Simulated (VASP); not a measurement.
Set up this calculation in VASP 6.6.1, as the native input.

```yaml
Task: relaxation of cell and atoms
Functional: HSE06
Potentials_or_basis: VASP PAW PBE potentials, release 64 (Mg)
Cutoff: 600 eV
k_mesh: 5 × 5 × 3
Occupations: fermi-dirac, width 0.05 eV
Spin: no spin polarisation
Grid_for_exact_exchange_PRECFOCK: Fast
Screening_parameter: 0.2 1/A
Further_INCAR_settings: ALGO = Normal; EDIFF = 1e-06; IBRION = 2; EDIFFG = -0.005; NSW = 60; ISIF = 3
```

Mg:

```
Mg
1.0
     3.20930    0.00000    0.00000
    -1.60465    2.77934    0.00000
     0.00000    0.00000    5.21030
Mg
2
Direct
  0.66667 0.33333 0.75000
  0.33333 0.66667 0.25000
```

The input as run:

POSCAR

```
Mg
1.0
    3.2093000000      0.0000000000      0.0000000000
   -1.6046500000      2.7793353284      0.0000000000
    0.0000000000      0.0000000000      5.2103000000
Mg
2
Direct
    0.6666666667      0.3333333333      0.7500000000
    0.3333333333      0.6666666667      0.2500000000
```

INCAR.step1

```
PREC     = Accurate       # precision mode
ENCUT    = 600            # plane-wave cutoff, eV
EDIFF    = 1E-5           # SCF threshold, eV
ISMEAR   = -1             # smearing method
SIGMA    = 0.05           # smearing width, eV
LREAL    = False          # projectors in reciprocal space
LASPH    = True           # aspherical terms in the spheres
NELM     = 100            # most SCF steps
ALGO     = Normal         # electronic algorithm
LWAVE    = True           # write WAVECAR
LCHARG   = False          # write CHGCAR
GGA      = PE             # functional
```

INCAR.step2

```
PREC     = Accurate       # precision mode
ENCUT    = 600            # plane-wave cutoff, eV
EDIFF    = 1E-6           # SCF threshold, eV
ISMEAR   = -1             # smearing method
SIGMA    = 0.05           # smearing width, eV
LREAL    = False          # projectors in reciprocal space
LASPH    = True           # aspherical terms in the spheres
NELM     = 100            # most SCF steps
ALGO     = Normal         # electronic algorithm
ISIF     = 3              # what is computed and relaxed
LWAVE    = False          # write WAVECAR
LCHARG   = False          # write CHGCAR
GGA      = PE             # functional
LHFCALC  = True           # exact exchange
HFSCREEN = 0.2            # screening, 1/A
PRECFOCK = Fast         
IBRION   = 2              # ionic algorithm
NSW      = 60             # ionic steps
EDIFFG   = -0.005         # ionic threshold
ISTART   = 1
```

KPOINTS

```
Automatic mesh
0
Gamma
  5 5 3
```

Potentials or basis: VASP PAW PBE potentials, release 64 (Mg).

Launch:

```bash
$ cat potpaw_PBE.64/Mg/POTCAR > POTCAR
$ cp INCAR.step1 INCAR
$ mpirun -np 1 vasp_std > vasp.out
$ cp INCAR.step2 INCAR
$ mpirun -np 1 vasp_std > vasp.out
```

Results of the run:

The relaxed volume is 22.81 Å³/atom. The relaxed cell is a = 3.182 Å, b = 3.182 Å, c = 5.202 Å, α = 90.00°, β = 90.00°, γ = 120.00°. The space group after relaxing (to 0.05 Å) is P6_3/mmc (No. 194). The energy gained by relaxing is 1.2 meV/atom, the ionic steps are 3 and the pressure after relaxing is 0.0 GPa. The band gap on the k mesh is none (metal or under the smearing width).

Caveat: the k mesh is coarse (spacing up to 0.45 Å⁻¹), so the values aren't converged, least of all with exact exchange; the PAW data sets were made with another functional, which shifts forces and pressure a little.

Wall time 68 s on 1 thread of AMD EPYC 9R14 (Zen 4), with other jobs on the host, peak memory 0.25 GiB.
